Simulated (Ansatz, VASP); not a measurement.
## One calculation of Ni, two programs

```xyz
1
Lattice="0.0000 1.7572 1.7572 1.7572 0.0000 1.7572 1.7572 1.7572 0.0000" Properties=species:S:1:pos:R:3 pbc="T T T"
Ni    0.0000    0.0000    0.0000
```

Alike in both runs: task single point; functional PBE; k mesh 15 × 15 × 15; occupations gaussian, width 0.01 eV; no spin polarisation.

|  | VASP | Ansatz |
| --- | --- | --- |
| version | VASP 6.6.1 | Ansatz 0.2.0 |
| potentials or method | VASP PAW PBE potentials, release 64 (Ni) | plane waves (420 eV) with PAW, scalar-relativistic |
| plane-wave cutoff (eV) | 520 | 420 |
| valence electrons in the cell | 10 | 18 |

|  | VASP | Ansatz | Ansatz less VASP |
| --- | --- | --- | --- |
| pressure (GPa) | -0.8 | -0.8 | +0.02 |

The functional is the same, so the differences come from potentials, cutoffs and numerics. The two sets of potentials don't hold the same shells in valence.

Caveats: the run has no spin polarisation, though such a crystal can be magnetic. Spin polarisation is off, so any magnetic state and its effect on volume and gap are missing.
